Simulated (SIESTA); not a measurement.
**Ta2C under changes of volume**

One of the cells (13.774 Å³/atom); the others are scaled copies at fixed shape and fractional positions:

```
Ta C
1.0
     3.10590    0.00000    0.00000
    -1.55295    2.68979    0.00000
     0.00000    0.00000    4.94640
Ta C
2 1
Direct
  0.66667 0.33333 0.74799
  0.33333 0.66667 0.25201
  0.00000 0.00000 0.00000
```

```yaml
Program: SIESTA 5.4.2
Functional: LDA
Potentials_or_basis: PseudoDojo 0.4 standard (LDA files)
Basis: DZP (energy shift 0.003 Ry; two zetas on semicore shells)
Grid_cutoff: 800 Ry
Energy_shift: 0.003 Ry
k_mesh: 10 × 10 × 6
Occupations: fermi-dirac, width 0.05 eV
Spin: no spin polarisation
```

```csv
volume (Å³/atom),energy over the lowest point (meV/atom),pressure (GPa),largest force (eV/Å)
12.948,14.81,11.3,0.823
13.223,?,?,?
13.499,0.00,-2.2,0.409
13.774,8.70,-7.8,0.227
14.050,26.73,-13.0,0.057
14.325,53.12,-17.6,0.102
14.601,87.02,-21.7,0.251
```

**Question.** What does the run at 13.223 Å³/atom give?

**Answer.** Energy over the lowest point 1.65 meV/atom; pressure 4.2 GPa; largest force 0.608 eV/Å.

Worked out: A Birch-Murnaghan fit of order 3 (a polynomial in V^(-2/3)) to the other rows has its minimum at 13.40 Å³/atom with B0 = V·E''(V) = 304 GPa and B' = 4.3 at fixed shape and positions, which overstates the stiffness. It gives 1.64 meV/atom at 13.223 Å³/atom, against the run's 1.65, and -dE/dV = 4.2 GPa, against 4.2.

Energies are extrapolated to zero smearing.

Caveats: short orbitals over semicore shells can move pressures by several GPa; the basis of atomic orbitals isn't converged, which shifts pressures, moduli and gaps.
